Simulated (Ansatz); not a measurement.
**CdSe: a single-point run**

The task is a single-point run on CdSe. The structure is shown as the input types it. The cell is built on a prototype (NiAs type) and needn't be the phase found in nature.

Program: Ansatz 0.2.0. Level of theory: density functional or hybrid calculation with the settings of its input, plane waves (as first typed). These are calculated values, not measurements.

2 further runs of the same task are left out: 2 that didn't finish.

### Step 1. The starting structure

It takes space group P6_3/mmc (No. 194, hexagonal). The conventional cell has a = 4.019 Å, b = 4.019 Å, c = 6.659 Å, α = 90.00°, β = 90.00°, γ = 120.00°. Around Cd (site symmetry -3m) lie 6 Se at 2.86 Å. Se (site symmetry -6m2) is surrounded by 6 Cd at 2.86 Å.

Structure file:

```cif
data_structure
_symmetry_space_group_name_H-M 'P6_3/mmc'
_symmetry_Int_Tables_number 194
_cell_length_a 4.0194
_cell_length_b 4.0194
_cell_length_c 6.6587
_cell_angle_alpha 90.000
_cell_angle_beta 90.000
_cell_angle_gamma 120.000
_cell_volume 93.16
loop_
_atom_site_label
_atom_site_type_symbol
_atom_site_symmetry_multiplicity
_atom_site_Wyckoff_symbol
_atom_site_fract_x
_atom_site_fract_y
_atom_site_fract_z
_atom_site_occupancy
Cd1 Cd 2 a 0.00000 0.00000 0.00000 1
Se1 Se 2 c 0.33333 0.66667 0.25000 1
```

### Step 2. Input and run

Contents of input.yaml:

```yaml
crystal:
  lattice:
    - [4.0193504367, 0.0, 0.0]
    - [-2.0096752184, 3.4808595849, 0.0]
    - [0.0, 0.0, 6.6587297966]
  atoms:
    - { symbol: Cd, position: [0.0, 0.0, 0.0] }
    - { symbol: Cd, position: [0.0, 0.0, 0.5] }
    - { symbol: Se, position: [0.3333333333, 0.6666666667, 0.25] }
    - { symbol: Se, position: [0.6666666667, 0.3333333333, 0.75] }
kpoints:
  mp_grid: { grid: [6, 6, 4] }
hamiltonian:
  xc: pbe
scf:
  occupations: { method: fermi_dirac, width: 0.02 }
  n_extra_bands: 5
  max_iter: 94
output:
  forces: true
  stress: true
  eigenvalues: true
basis:
  ecutwfc: 120
```

Command:

```bash
$ ansatz run input.yaml --threads 4 --pin off --max-ram 3686MiB --backend cpu --events-out ev --progress --plain --runs-dir out
```

**Question.** How will this run end, and is anything wrong with its input?

This run ends as converged, with warnings (cutoff below recommended). It gives a pressure of 56 GPa, which is large; a structure far from rest gives such values too, whatever the setting.

In the input, basis.ecutwfc is 120. The basis cutoff is far too low: the plane waves can't represent the orbitals near the cores. The potentials' recommended cutoff is 420 eV.

The test: delete basis.ecutwfc (the default then holds).
